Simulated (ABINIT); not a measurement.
Set up this calculation in ABINIT 10.8.3 (patched build), as the native input.

```yaml
Task: band structure
Functional: PBEsol
Potentials_or_basis: JTH PAW PBE v2.0
Cutoff: 626 eV
k_mesh: 7 × 7 × 7
Occupations: fermi-dirac, width 0.05 eV
Spin: no spin polarisation
Fine-grid_cutoff: 1224.51 eV
```

BaTiO3:

```
CELL_PARAMETERS angstrom
2.82737 1.63238 2.31839
-2.82737 1.63238 2.31839
0.00000 -3.26476 2.31839
ATOMIC_POSITIONS crystal
Ba 0.00000 0.00000 0.00000
Ti 0.48450 0.48450 0.48450
O 0.50860 0.01750 0.50860
O 0.01750 0.50860 0.50860
O 0.50860 0.50860 0.01750
```

The input as run:

run.abi

```
# Datasets: ground state, then fixed potential
ndtset 2

# Pseudopotentials
pp_dirpath "./"
pseudos "Ba.GGA_PBE-JTH.xml, Ti.GGA_PBE-JTH.xml, O.GGA_PBE-JTH.xml"

# Structure
acell 3*1.0
rprim
     5.3429485438     3.0847527799     4.3811287513
    -5.3429485438     3.0847527799     4.3811287513
     0.0000000000    -6.1695055600     4.3811287513
ntypat 3
znucl 56 22 8
natom 5
typat 1 2 3 3 3
xcart
     0.0000000000     0.0000000000     0.0000000000
     0.0000000000     0.0000000000     3.3697849424
     1.3885197414    -0.8016622465     2.3988417474
    -1.3885197414    -0.8016622465     2.3988417474
     0.0000000000     1.6033244929     2.3988417474 Angstrom

# Plane-wave basis
ecut 23.0
pawecutdg 45.0
pawxcdev 0

# Exchange and correlation
ixc -116133

# Bands and occupations
occopt 3
tsmear 0.00183747

# SCF cycle
nstep 100

# Output
iomode 3
prtwf 0
prteig 0
prtebands 0
enunit 1
prtden1 1

# Dataset 1
kptopt1 1
ngkpt1 7 7 7
nshiftk1 1
shiftk1 0.0 0.0 0.0
nband1 24
tolvrs1 1.0e-9

# Dataset 2: bands along G-L-B1
iscf2 -2
getden2 1
nband2 30
nbdbuf2 4
tolwfr2 1.0e-11
kptopt2 -2
ndivsm2 5
prteig2 1
prtvol2 -3
kptbounds2
     0.0000000000     0.0000000000     0.0000000000
     0.5000000000     0.0000000000     0.0000000000
     0.5000000000     0.4971712123    -0.4971712123
```

Potentials or basis: JTH PAW PBE v2.0.

The run is started by

```console
$ abinit run.abi > log 2>&1
```

It gave:

* Pressure: 0.2 GPa
* Largest force: 0.150 eV/Å
* Band gap on the k mesh: 2.41 eV, indirect (least direct gap 2.74 eV)
* Band gap along the path: 2.35 eV, indirect (least direct gap 2.74 eV)

Caveat: this set's barium file shifts pressures by 1.5 GPa and gaps by 0.1 eV against other sets; the PAW data sets were made with another functional, which shifts forces and pressure a little; spin-orbit coupling is left out, which moves the levels of the heavy elements; the atomic spheres overlap.

Wall time 2.7 min on 1 thread of Arm Neoverse V1, on a shared host, peak memory 0.18 GiB.
